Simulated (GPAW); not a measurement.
**Quasiparticle gap of LiF (Griceite) in GPAW**

Wanted: ground state, empty states, screening and self-energy for LiF (Griceite).

Method: PBE and many-body steps on it, plane waves, in GPAW 26.7.0.

## Step 1: The structure

It takes space group Fm-3m (No. 225, cubic). Conventional cell: a = 4.028 Å, b = 4.028 Å, c = 4.028 Å, α = 90.00°, β = 90.00°, γ = 90.00°. Li has 6 F at 2.01 Å nearest. F has 6 Li at 2.01 Å nearest. Farther neighbours and most contacts between anions are not listed.

The cell and positions come from the Crystallography Open Database and are kept as given unless a step says otherwise.

## Step 2: Ground state

This step: GPAW 26.7.0; DFT, PBE, plane waves, PAW.

The ground-state density comes first.

Input file run.py:

```python
import json
import numpy as np
from gpaw.mpi import world
from ase import Atoms
from gpaw import GPAW, PW, FermiDirac

atoms = Atoms(['Li', 'F'],
    cell=[[0.0000000000, 2.0140000000, 2.0140000000],
      [2.0140000000, 0.0000000000, 2.0140000000],
      [2.0140000000, 2.0140000000, 0.0000000000]],
    scaled_positions=[[0.0000000000, 0.0000000000, 0.0000000000],
      [0.5000000000, 0.5000000000, 0.5000000000]],
    pbc=(True, True, True))
calc = GPAW(mode=PW(600),
    xc='PBE',
    kpts={'size': (10, 10, 10), 'gamma': True},
    occupations=FermiDirac(0.001),
    nbands=-7,
    convergence={'density': 1e-6, 'bands': -3},
    maxiter=100,
    txt='gs.txt')
atoms.calc = calc
res = {'energy': atoms.get_potential_energy()}
kpts = calc.get_ibz_k_points()
res['kpts'] = kpts
res['eigenvalues'] = [calc.get_eigenvalues(kpt=k) for k in range(len(kpts))]
res['n_electrons'] = calc.get_number_of_electrons()
calc.write('gs.gpw')

if world.rank == 0:
    with open('result.json', 'w') as f:
        json.dump(res, f, default=lambda x: x.tolist())
```

On the command line:

```sh
> mpirun -n 4 gpaw python run.py
```

What it wrote:

```text
__  _  _
 | _ |_)|_||  |
 |__||  | ||/\| - 26.7.0

Input parameters:
  mode=PW(ecut=600.0),
  convergence={'density': 1e-06, 'bands': -3},
  kpts=MonkhorstPack(size=(10, 10, 10), gamma=True),
  maxiter=100,
  nbands=-7,
  occupations=Occupations(name='fermi-dirac', width=0.001, fixmagmom=False),
  xc=XC(name='PBE')
  [... matrices ...]
Diagonalizing LCAO Hamiltonian
Converting LCAO to pw mode

              F

       Li

Atoms  # Å, Bohr magnetons
|   | symbol |        x |        y |        z |    initial magnetic moments |
| 0 |     Li | 0.000000 | 0.000000 | 0.000000 | ( 0.0000,  0.0000,  0.0000) |
| 1 |      F | 2.014000 | 2.014000 | 2.014000 | ( 0.0000,  0.0000,  0.0000) |

Unit cell  # Å
| periodic |        x |        y |        z |  lengths |    angles |
|      yes | 0.000000 | 2.014000 | 2.014000 | 2.848226 | 60.000000 |
|      yes | 2.014000 | 0.000000 | 2.014000 | 2.848226 | 60.000000 |
|      yes | 2.014000 | 2.014000 | 0.000000 | 2.848226 | 60.000000 |

Number of symmetries: 48
Symmetry operations  # r_c * U_cc + t_c -> r_c
|    | kind |            matrix            |
|  0 |  σ   |  1, 0, 0,  1, 0,-1,  1,-1, 0 |
|  1 |  C2  |  1, 0, 0,  1,-1, 0,  1, 0,-1 |
|  2 |  E   |  1, 0, 0,  0, 1, 0,  0, 0, 1 |
|  3 |  σ   |  1, 0, 0,  0, 0, 1,  0, 1, 0 |
|  4 |  C4  |  1, 0,-1,  1, 0, 0,  1,-1, 0 |
|  5 |  S6  |  1, 0,-1,  1,-1, 0,  1, 0, 0 |
|  6 |  σ   |  1, 0,-1,  0, 1,-1,  0, 0,-1 |
|  7 |  C3  |  1, 0,-1,  0, 0,-1,  0, 1,-1 |
|  8 |  S6  |  1,-1, 0,  1, 0, 0,  1, 0,-1 |
|  9 |  C4  |  1,-1, 0,  1, 0,-1,  1, 0, 0 |
| 10 |  C3  |  1,-1, 0,  0,-1, 1,  0,-1, 0 |
| 11 |  σ   |  1,-1, 0,  0,-1, 0,  0,-1, 1 |
| 12 |  σ   |  0, 1, 0,  1, 0, 0,  0, 0, 1 |
| 13 |  C4  |  0, 1, 0,  0, 1,-1, -1, 1, 0 |
| 14 |  C3  |  0, 1, 0,  0, 0, 1,  1, 0, 0 |
| 15 |  S6  |  0, 1, 0, -1, 1, 0,  0, 1,-1 |
| 16 |  C2  |  0, 1,-1,  1, 0,-1,  0, 0,-1 |
| 17 |  σ   |  0, 1,-1,  0, 1, 0, -1, 1, 0 |
| 18 |  S4  |  0, 1,-1,  0, 0,-1,  1, 0,-1 |
| 19 |  C4  |  0, 1,-1, -1, 1, 0,  0, 1, 0 |
| 20 |  C3  |  0, 0, 1,  1, 0, 0,  0, 1, 0 |
| 21 |  σ   |  0, 0, 1,  0, 1, 0,  1, 0, 0 |
| 22 |  S6  |  0, 0, 1,  0,-1, 1, -1, 0, 1 |
| 23 |  C4  |  0, 0, 1, -1, 0, 1,  0,-1, 1 |
| 24 |  S4  |  0, 0,-1,  1, 0,-1,  0, 1,-1 |
| 25 |  C3  |  0, 0,-1,  0, 1,-1,  1, 0,-1 |
| 26 |  C2  |  0, 0,-1,  0,-1, 0, -1, 0, 0 |
| 27 |  S6  |  0, 0,-1, -1, 0, 0,  0,-1, 0 |
| 28 |  S4  |  0,-1, 1,  1,-1, 0,  0,-1, 0 |
| 29 |  C4  |  0,-1, 1,  0, 0, 1, -1, 0, 1 |
| 30 |  C2  |  0,-1, 1,  0,-1, 0,  1,-1, 0 |
| 31 |  σ   |  0,-1, 1, -1, 0, 1,  0, 0, 1 |
| 32 |  C3  |  0,-1, 0,  1,-1, 0,  0,-1, 1 |
| 33 |  S6  |  0,-1, 0,  0, 0,-1, -1, 0, 0 |
| 34 |  S4  |  0,-1, 0,  0,-1, 1,  1,-1, 0 |
| 35 |  C2  |  0,-1, 0, -1, 0, 0,  0, 0,-1 |
| 36 |  C2  | -1, 1, 0,  0, 1, 0,  0, 1,-1 |
| 37 |  S6  | -1, 1, 0,  0, 1,-1,  0, 1, 0 |
| 38 |  S4  | -1, 1, 0, -1, 0, 1, -1, 0, 0 |
| 39 |  C3  | -1, 1, 0, -1, 0, 0, -1, 0, 1 |
| 40 |  S6  | -1, 0, 1,  0, 0, 1,  0,-1, 1 |
| 41 |  C2  | -1, 0, 1,  0,-1, 1,  0, 0, 1 |
| 42 |  C3  | -1, 0, 1, -1, 1, 0, -1, 0, 0 |
| 43 |  S4  | -1, 0, 1, -1, 0, 0, -1, 1, 0 |
| 44 |  C2  | -1, 0, 0,  0, 0,-1,  0,-1, 0 |
| 45 |  i   | -1, 0, 0,  0,-1, 0,  0, 0,-1 |
| 46 |  σ   | -1, 0, 0, -1, 1, 0, -1, 0, 1 |
| 47 |  C2  | -1, 0, 0, -1, 0, 1, -1, 1, 0 |

BZ-sampling:
  Number of BZ points: 1000
  Number of IBZ points: 47

  Monkhorst-Pack size: [10, 10, 10]
  Monkhorst-Pack shift: [0.05, 0.05, 0.05]

K-points  # in reciprocal-cell coordinates
|     |                                coordinates |     weight |
|   0 | (  0.00000000,   0.00000000,   0.00000000) | 0.00100000 |
|   1 | (  0.10000000,   0.10000000,   0.00000000) | 0.00600000 |
|   2 | (  0.10000000,   0.10000000,   0.10000000) | 0.00800000 |
|   3 | (  0.20000000,   0.10000000,   0.10000000) | 0.01200000 |
|   4 | (  0.20000000,   0.20000000,   0.00000000) | 0.00600000 |
|   5 | (  0.20000000,   0.20000000,   0.10000000) | 0.02400000 |
|   6 | (  0.20000000,   0.20000000,   0.20000000) | 0.00800000 |
|   7 | (  0.30000000,   0.20000000,   0.10000000) | 0.02400000 |
|   8 | (  0.30000000,   0.20000000,   0.20000000) | 0.02400000 |
|   9 | (  0.30000000,   0.30000000,   0.00000000) | 0.00600000 |
| ... |                                            |            |
|  46 | (  0.50000000,   0.50000000,   0.50000000) | 0.00400000 |

Plane wave coefficients: 556
Cutoff: 600.0 eV

Spin-components: 1 (collinear spins)
Bands:           11
Projectors:      8
Spin-degeneracy: 2
Datatype:        complex128

  Storage: CPU
  Wave functions: 4_442_064 bytes (1_110_516 per core)
  Projectors: 7_672_656 bytes (1_918_164 per core)
  [... matrices ...]
Parallelization:
  kpt:    4
  domain: 1
  band:   1

Density:
  Valence electrons: 8.0
  Components: 1
  Grid points: [18 18 18]
  Charge: 0.0  # |e|

Potential:
  Grid points: [18 18 18]

species:
  Li:
    name:    Lithium
    Z:       3.0
    valence: 1
    core:    2
    charge:  0.0  # [|e|]
    compensation charges:
      type: gauss
      rc: 0.33  # [Å]
      lmax: 2
    cutoffs:
      filter: 1.91  # [Å]
      core: 2.55  # [Å]
    projectors
    | kind |    occ | energy [eV] | rcut [Å] |
    |   2s |  1.000 |      -2.874 |    1.058 |
    |   2p |  0.000 |      -1.090 |    1.058 |
    |    s |        |      24.337 |    1.058 |

    Using partial waves for Li as LCAO basis

  F:
    name:    Fluorine
    Z:       9.0
    valence: 7
    core:    2
    charge:  0.0  # [|e|]
    compensation charges:
      type: gauss
      rc: 0.20  # [Å]
      lmax: 2
    cutoffs:
      filter: 1.14  # [Å]
      core: 0.74  # [Å]
    projectors
    | kind |    occ | energy [eV] | rcut [Å] |
    |   2s |  2.000 |     -29.898 |    0.635 |
    |   2p |  5.000 |     -11.110 |    0.635 |
    |    s |        |      -2.687 |    0.635 |
    |    p |        |      16.102 |    0.635 |
    |    d |        |       0.000 |    0.635 |

    Using partial waves for F as LCAO basis

Reference energy: -2916.868605  # eV

eigensolver:
  PPCG
  Converge bands: -3
  niter=2

density mixing:
  MSR1-Mixer
  Pratt-step length: 0.05
  Maximum mixing coefficient: 0.75
  Old densities: 10
  SVD Regularization: 0.005
  Good broyden scale: 1.0
  Trust region scale: 1.0
  Backstep threshold: 4.0
  History deletion threshold: 6.0
  Fourier metric: weight=20.0, sigma=0.015

occupation numbers:
  Fermi-Dirac:
    width: 0.0010  # eV

poisson solver:
  ecut: 4800.0  # eV

xc functional:
  name: PBE with 2 nearest neighbor stencil

Initialization done in: 1.381 s

convergence criteria:
- Maximum integral of absolute [dens]ity change: 1e-06 electrons / valence electron
- Maximum [total energy] change in last 3 cyles: 0.0005 eV / valence electron
- Maximum integral of absolute [eigenst]ate change: 4e-08 eV^2 / valence electron
maximum number of iterations: 100

SCF iterations
|iter     |     time |      energy | eigst |  dens |
|iter:   1|  |   -9.693387 | +2.00 |       |
|iter:   2|  |   -9.639534 | -0.02 | -1.07 |
|iter:   3|  |   -9.491681 | -1.14 | -1.12 |
|iter:   4|  |   -9.499847 | -3.10 | -1.55 |
|iter:   5|  |   -9.503931 | -2.98 | -1.86 |
|iter:   6|  |   -9.503952 | -5.53 | -3.07 |
|iter:   7|  |   -9.503959c| -5.90 | -3.40 |
|iter:   8|  |   -9.503959c| -7.98c| -4.76 |
|iter:   9|  |   -9.503959c| -8.55c| -5.08 |
|iter:  10|  |   -9.503959c| -9.66c| -6.55c|

Converged in 10 steps
SCF loop duration: 2.494 s (0.249 s/step)
Energy contributions relative to reference atoms: (reference = -2916.868605)
  [... matrices ...]
Energy contributions:
  Kinetic:          12.232804
  Coulomb:         -12.018208
  Zero:              0.224595
  External:          0.000000
  Xc:               -9.943149
  Entropy:          -0.000000
  Spinorbit:         0.000000
  ----------------------------
  Free energy:      -9.503959
  Extrapolated:     -9.503959

dipole moment: (-2.308529, -2.308529, -2.308529)  # |e|*Ang

Fermi level: 2.918
Eigenvalues  # (at kpt = [0.000, 0.000, 0.000])
| band index |      eig [eV] | occ [0-2] |
|          0 |       -20.707 |     2.000 |
|          1 |        -0.676 |     2.000 |
|          2 |        -0.676 |     2.000 |
|          3 |        -0.676 |     2.000 |
|          4 |         8.393 |     0.000 |
|          5 |        23.528 |     0.000 |
|          6 |        23.528 |     0.000 |
|          7 |        23.528 |     0.000 |
|          8 |        23.828 |     0.000 |
|          9 |        23.828 |     0.000 |
|         10 |        23.828 |     0.000 |

Gap: 9.070 eV
Transition (v -> c):
  (s=0, k=0, n=3, [0.00, 0.00, 0.00]) -> (s=0, k=0, n=4, [0.00, 0.00, 0.00])
No difference between direct/indirect transitions
# Writing to gs.gpw (mode='')
  [... matrices ...]
```

The job ended after 5.7 s (4 MPI ranks of Arm Neoverse V1, shared host; peak memory 0.58 GiB).

This step gave:

- total energy: -9.504 eV
- gap: 9.070 eV
- k of the valence top: 0, 0, 0
- k of the conduction bottom: 0, 0, 0
- least direct gap: 9.070 eV

The gap is direct, at Γ.

## Step 3: Bands along the symmetry lines

Levels along a band path, at the cheap level, show where the edges lie and whether the meshes to come will hold them.

Input file run.py:

```python
import json
import numpy as np
from gpaw.mpi import world
from gpaw import GPAW

path = [[0.000000, 0.000000, 0.000000],
    [0.062500, 0.000000, 0.062500],
    [0.125000, 0.000000, 0.125000],
    [0.187500, 0.000000, 0.187500],
    [0.250000, 0.000000, 0.250000],
    [0.312500, 0.000000, 0.312500],
    [0.375000, 0.000000, 0.375000],
    [0.437500, 0.000000, 0.437500],
    [0.500000, 0.000000, 0.500000],
    [0.515625, 0.031250, 0.515625],
    [0.531250, 0.062500, 0.531250],
    [0.546875, 0.093750, 0.546875],
    [0.562500, 0.125000, 0.562500],
    [0.578125, 0.156250, 0.578125],
    [0.593750, 0.187500, 0.593750],
    [0.609375, 0.218750, 0.609375],
    [0.625000, 0.250000, 0.625000],
    [0.375000, 0.375000, 0.750000],
    [0.328125, 0.328125, 0.656250],
    [0.281250, 0.281250, 0.562500],
    [0.234375, 0.234375, 0.468750],
    [0.187500, 0.187500, 0.375000],
    [0.140625, 0.140625, 0.281250],
    [0.093750, 0.093750, 0.187500],
    [0.046875, 0.046875, 0.093750],
    [0.000000, 0.000000, 0.000000],
    [0.062500, 0.062500, 0.062500],
    [0.125000, 0.125000, 0.125000],
    [0.187500, 0.187500, 0.187500],
    [0.250000, 0.250000, 0.250000],
    [0.312500, 0.312500, 0.312500],
    [0.375000, 0.375000, 0.375000],
    [0.437500, 0.437500, 0.437500],
    [0.500000, 0.500000, 0.500000],
    [0.500000, 0.468750, 0.531250],
    [0.500000, 0.437500, 0.562500],
    [0.500000, 0.406250, 0.593750],
    [0.500000, 0.375000, 0.625000],
    [0.500000, 0.343750, 0.656250],
    [0.500000, 0.312500, 0.687500],
    [0.500000, 0.281250, 0.718750],
    [0.500000, 0.250000, 0.750000],
    [0.500000, 0.218750, 0.718750],
    [0.500000, 0.187500, 0.687500],
    [0.500000, 0.156250, 0.656250],
    [0.500000, 0.125000, 0.625000],
    [0.500000, 0.093750, 0.593750],
    [0.500000, 0.062500, 0.562500],
    [0.500000, 0.031250, 0.531250],
    [0.500000, 0.000000, 0.500000]]
calc = GPAW('gs.gpw').fixed_density(kpts=path,
    symmetry='off',
    nbands=14,
    convergence={'bands': 10},
    txt='bands.txt')
res = {}
kpts = calc.get_ibz_k_points()
res['kpts'] = kpts
res['eigenvalues'] = [calc.get_eigenvalues(kpt=k) for k in range(len(kpts))]
res['n_electrons'] = calc.get_number_of_electrons()

if world.rank == 0:
    with open('result.json', 'w') as f:
        json.dump(res, f, default=lambda x: x.tolist())
```

On the command line:

```sh
> mpirun -n 4 gpaw python run.py
```

What it wrote:

```text
Diagonalizing LCAO Hamiltonian
Converting LCAO to pw mode
convergence criteria:
- Maximum integral of absolute [eigenst]ate change: 4e-08 eV^2 / valence electron
maximum number of iterations: 100

SCF iterations
|iter     |     time |      energy | eigst |  dens |
|iter:   1|  |             | +2.64 |       |
|iter:   2|  |             | +0.85 |       |
|iter:   3|  |             | -1.38 |       |
|iter:   4|  |             | -2.77 |       |
|iter:   5|  |             | -4.90 |       |
|iter:   6|  |             | -6.47 |       |
|iter:   7|  |             | -7.66c|       |
SCF steps: 7
  __  _  _
 | _ |_)|_||  |
 |__||  | ||/\| - 26.7.0

Input parameters:
  mode=PW(ecut=600.0),
  convergence={'bands': 10},
  gpts=array([18, 18, 18]),
  kpts=KPoints(kpts=array([[0.      , 0.      , 0.      ],
         [0.0625  , 0.      , 0.0625  ],
         [0.125   , 0.      , 0.125   ],
         [0.1875  , 0.      , 0.1875  ],
[...]
[0.515625, 0.03125 , 0.515625],
[...]
[0.546875, 0.09375 , 0.546875],
[...]
[0.578125, 0.15625 , 0.578125],
[...]
[0.609375, 0.21875 , 0.609375],
[...]
[0.328125, 0.328125, 0.65625 ],
[...]
[0.234375, 0.234375, 0.46875 ],
[...]
[0.140625, 0.140625, 0.28125 ],
[...]
[0.046875, 0.046875, 0.09375 ],
[...]
[0.5     , 0.0625  , 0.5625  ],
         [0.5     , 0.03125 , 0.53125 ],
         [0.5     , 0.      , 0.5     ]])),
  maxiter=100,
  nbands=14,
  occupations=Occupations(name='fermi-dirac', width=0.001, fixmagmom=False),
  parallel={},
  symmetry=Symmetry(point_group=False, time_reversal=False),
  xc=XC(name='PBE')
```

Run time: 5 s. Hardware: 4 MPI ranks; peak memory 0.6 GiB.

Numbers from this step:

| Item | Value |
| --- | --- |
| gap | 9.068 eV |
| k of the valence top | 0.0469, 0.0469, 0.0938 |
| k of the conduction bottom | 0, 0, 0 |
| least direct gap | 9.070 eV |

The gap is 9.068 eV, −0.002 eV from the run before at this level.

The electronic bands at the labelled points (eV, zero at the top of the highest filled band; v1 is the highest filled band, c1 the lowest empty one):

```tsv
point	v4	v3	v2	v1	c1	c2	c3	c4
Γ	-20.03	0.00	0.00	0.00	9.07	24.20	24.20	24.20
halfway	-19.71	-1.43	-0.51	-0.51	11.41	18.85	19.80	20.73
X	-19.30	-3.01	-1.00	-1.00	14.83	16.57	17.45	20.33
halfway	-19.31	-2.88	-1.18	-0.93	14.85	15.88	17.69	20.15
U	-19.34	-2.50	-1.57	-0.73	14.52	14.93	18.43	19.75
jump to K	-19.34	-2.50	-1.57	-0.73	14.52	14.93	18.43	19.75
halfway	-19.70	-1.51	-0.76	-0.08	11.08	17.02	19.99	20.28
Γ	-20.03	0.00	0.00	0.00	9.07	24.20	24.20	24.20
halfway	-19.80	-1.38	-0.11	-0.11	10.33	18.00	20.67	20.67
L	-19.56	-2.53	-0.22	-0.22	10.77	16.77	18.97	18.97
halfway	-19.44	-2.34	-1.23	-0.48	12.53	15.78	19.03	19.20
W	-19.32	-2.08	-2.08	-0.80	15.09	15.09	17.49	19.25
halfway	-19.31	-2.75	-1.34	-0.90	14.87	15.78	17.47	19.78
X	-19.30	-3.01	-1.00	-1.00	14.83	16.57	17.45	20.33
```

The electronic bands as a text plot (rows in eV, shown from -8.0 to 15.1 only):

```
   14.6 |          ++++++++                              + ++++++
   13.6 |         +        +                           ++
   12.7 |       ++          ++                        +
   11.7 |     ++              ++                    ++
   10.7 |    +                  +++         ++++++++
    9.8 |  ++                      ++    +++
    8.8 |++                          ++++
    7.9 |
    6.9 |
    5.9 |
    5.0 |
    4.0 |
    3.1 |
    2.1 |
    1.1 |
    0.2 |****                 ***********************
   -0.8 |  **************************    ***        *************
   -1.8 |     ****       ********           ****       *******
   -2.7 |         *********                     ********   ******
   -3.7 |
   -4.6 |
   -5.6 |
   -6.6 |
   -7.5 |
         Γ           X  U|K            Γ         L        W     X
```

## Step 4: Empty states on the mesh, 8×8×8 mesh, 95 bands

The sums over transitions need many empty states on a uniform mesh; this step solves for them.

Input file run.py:

```python
import json
import numpy as np
from gpaw.mpi import world
from gpaw import GPAW

calc = GPAW('gs.gpw').fixed_density(kpts={'size': (8, 8, 8), 'gamma': True},
    parallel={'domain': 1, 'band': 1},
    txt='nscf.txt')
calc.diagonalize_full_hamiltonian(nbands=95)
calc.write('full.gpw', mode='all')
res = {}
kpts = calc.get_ibz_k_points()
res['kpts'] = kpts
res['eigenvalues'] = [calc.get_eigenvalues(kpt=k) for k in range(len(kpts))]
res['n_electrons'] = calc.get_number_of_electrons()

if world.rank == 0:
    with open('result.json', 'w') as f:
        json.dump(res, f, default=lambda x: x.tolist())
```

On the command line:

```sh
> mpirun -n 4 gpaw python run.py
```

What it wrote:

```text
Diagonalizing LCAO Hamiltonian
Converting LCAO to pw mode
convergence criteria:
- Maximum integral of absolute [eigenst]ate change: 4e-08 eV^2 / valence electron
maximum number of iterations: 100

SCF iterations
|iter     |     time |      energy | eigst |  dens |
|iter:   1|  |             | +2.04 |       |
|iter:   2|  |             | +0.09 |       |
|iter:   3|  |             | -1.86 |       |
|iter:   4|  |             | -3.94 |       |
|iter:   5|  |             | -5.72 |       |
|iter:   6|  |             | -7.37 |       |
|iter:   7|  |             | -8.73c|       |
SCF steps: 7
  __  _  _
 | _ |_)|_||  |
 |__||  | ||/\| - 26.7.0

Input parameters:
  mode=PW(ecut=600.0),
  convergence={'density': 1e-06, 'bands': -3},
  gpts=array([18, 18, 18]),
  kpts=MonkhorstPack(size=(8, 8, 8), gamma=True),
  maxiter=100,
  nbands=11,
  occupations=Occupations(name='fermi-dirac', width=0.001, fixmagmom=False),
  parallel={'domain': 1, 'band': 1},
  xc=XC(name='PBE')
Matrix size: 560x560
# Writing to full.gpw (mode='all')
  [... matrices ...]

timing:  # [seconds]
  Total: 2.470  # ━━━━━━━━━━━━━━━━━━━━━━━━━━━━━━━━━━━━━━━━━━━━━━━━━━━━━━━━━━━
```

It took 6.7 s on 4 MPI ranks; peak memory 0.74 GiB; 26 s of CPU time.

This step gave:

* gap: 9.070 eV
* k of the valence top: 0, 0, 0
* k of the conduction bottom: 0, 0, 0
* least direct gap: 9.070 eV
* k points computed: 29
* lowest point of the top converged band, above the valence top: 172.8790 eV

On this mesh the gap is 9.070 eV.

[end of part 1 of 2]

[Paths, hosts, dates, memory and timing lines, banners, echoed tables and standing remarks are left out of the program output.]

[Logs are printed without paths, hosts, clocks, repeated set-up lines and the standing remarks that a program may print on its own settings, such as how far it seeks lower states.]

[Runs of the session that timed out or met a known fault of the program may be left out.]

[Hosts, paths, dates, database ids (printed as entryN), source tags and the programs' standing remarks are cut or masked in the printed files.]
